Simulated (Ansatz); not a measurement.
Co (P-3m1): the held moment from field and pressure

Geometry: a structure from the Materials Project; nothing is relaxed.

Functional, mesh and filling: PBE, 15×15×8 k mesh, Fermi–Dirac smearing of 0.08 eV. PAW means Ansatz 0.2.0 on its default frozen-core files. Site moments are integrated in spheres about the atoms.

The run was typed so:

```yaml
crystal:
  lattice:
    - [2.4873648738, 0.0, 0.0]
    - [-1.2436824369, 2.1541211692, 0.0]
    - [0.0, 0.0, 4.0632895034]
  atoms:
    - { symbol: Co, position: [0.6666666667, 0.3333333333, 0.259861], spin: 2.0 }
    - { symbol: Co, position: [0.3333333333, 0.6666666667, 0.740139], spin: 2.0 }
magnetization:
  spin_polarized: true
kpoints:
  mp_grid: { grid: [15, 15, 8] }
scf:
  occupations: { method: fermi_dirac, width: 0.08 }
  lower_state_search: "off"
hamiltonian:
  xc: pbe
  pseudopotentials: { kind: paw }
output:
  forces: true
  stress: true
  eigenvalues: true
  populations: true
  dos: { projected: true, de: 0.1, e_range: [-8, 5] }
  write_density: true
  write_potential: true
  elf: true
  volumetric_format: npy
```

Command: `ansatz run input.yaml --threads 1 --pin off --max-ram 3072MiB --backend cpu --events-out ev --progress --plain --runs-dir out`

The free run ends with 3.27 μB per cell. Further runs hold the cell's moment M by two Fermi levels; B is half their difference over μB, positive where the field raises M. Some of them:

```csv
M (μB/cell),B (T),ΔF over the free run (meV/cell),pressure (GPa)
0.82,-1723,401.4,-9.9
2.78,-3341,61.6,-2.6
4.41,17314,590.0,13.9
```

Task: Another run of the series gave B (T) = 10058, ΔF over the free run (meV/cell) = 191.3, pressure (GPa) = 7.4. Which moment was held?
A. 3.92
B. 2.29
C. 3.59
D. 1.63

Result: A. M (μB/cell) = 3.92.

Task: Another run of the series gave B (T) = -3012, ΔF over the free run (meV/cell) = 288.0, pressure (GPa) = -7.9. Which moment was held?
A. 2.29
B. 3.92
C. 1.63
D. 3.59

Result: C. M (μB/cell) = 1.63.

The whole series:

| M (μB/cell) | B (T) | ΔF over the free run (meV/cell) | pressure (GPa) |
| --- | --- | --- | --- |
| 0.82 | -1723 | 401.4 | -9.9 |
| 1.63 | -3012 | 288.0 | -7.9 |
| 2.29 | -3526 | 161.4 | -5.3 |
| 2.78 | -3341 | 61.6 | -2.6 |
| 3.59 | 4988 | 57.4 | 3.8 |
| 3.92 | 10058 | 191.3 | 7.4 |
| 4.41 | 17314 | 590.0 | 13.9 |

The Ansatz runs typed with the search for lower states off end where their start leads. These are results for the start and cell typed. The real compound can order otherwise, in a larger cell, or not at all, since semilocal functionals at zero temperature often overstate magnetism.
